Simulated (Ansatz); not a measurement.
# Zone-centre phonons of InP at 2 GPa: input and output

These are results of DFT LDA, scalar-relativistic, plane waves, PAW (Ansatz 0.2.0), not measurements.

Launched with:
```bash
ansatz run input.yaml --threads 1 --pin off --max-ram 3072MiB --backend cpu --events-out ev --progress --plain --runs-dir out
```

Input (bare energies are in eV):
```yaml
crystal:
  lattice:
    - [0.0, 2.690406334, 2.690406334]
    - [2.690406334, 0.0, 2.690406334]
    - [2.690406334, 2.690406334, 0.0]
  atoms:
    - { symbol: In, position: [0.0, 0.0, 0.0] }
    - { symbol: P, position: [0.5, 0.5, 0.5] }
basis:
  ecutwfc: 420
kpoints:
  mp_grid: { grid: [14, 14, 14] }
hamiltonian:
  xc: lda
scf:
  occupations: { method: fermi_dirac, width: 0.15 }
output:
  eigenvalues: true
phonons:
  method: dfpt
  eigenvectors: true
```

Results section of the output:
```
--- Phonons (Γ-DFPT): 2 representative perturbations + reference, on 244 of 2744 k-points (Σ response iterations 5) ---
  k mesh reduced under 8 symmetry operations, with k and −k counted as one. Each operation leaves every solved perturbation unchanged. A smaller set is not used because it would not reduce the number of displacements ...
  ASR residual: 8.068e-5 → 0.000e0 eV/Å²; symmetrization residual: 2.974e-6 eV/Å²
  ASR residual per site (eV/Å²): 1.47e-5 8.07e-5
  Γ frequencies (cm⁻¹): 0.00 0.00 0.00 188.61 188.61 188.61
  non-analytic LO–TO correction: not included (Born effective charges unavailable; polar crystals: no LO–TO splitting at Γ)
```

The run took 26 s on 1 thread of Intel(R) Xeon(R) Platinum 8488C (Sapphire Rapids), on a shared host, peak memory 0.7 GiB.

In a metal, frequencies and elastic constants depend on the k mesh and the smearing, soft modes and shear constants most.

This rock-salt form isn't the usual stable structure of the compound at low pressure.